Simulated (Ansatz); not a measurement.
# Zn in Ansatz: the effect of functional

The system is Zn.

```xyz
1
Lattice="-1.5998 1.5998 1.5998 1.5998 -1.5998 1.5998 1.5998 1.5998 -1.5998" Properties=species:S:1:pos:R:3 pbc="T T T"
Zn    0.0000    0.0000    0.0000
```

This isn't the form of Zn at room conditions, which is hcp.

The cell isn't the ideal one: volume scaled by 1.06.

Alike in all runs:

* Program: Ansatz 0.2.0
* Task: single point
* Potentials or basis: Ansatz PAW
* k mesh: 12 × 12 × 12
* Occupations: fermi-dirac, width 0.05 eV
* Spin: no spin polarisation

```csv
functional,cutoff,pressure (GPa)
LDA,420 eV (not typed: the program's choice for these potentials),?
PBEsol,420 eV (not typed: the program's choice for these potentials),-7.7
r2SCAN,500 eV (not typed: the program's choice for these potentials),-7.7
```

Q: What does the run with functional LDA give?

A: Pressure -10.4 GPa.

Caveats: the PAW data sets come from PBE, with cores solved anew for the run's functional, which leaves a small shift of forces and pressure.
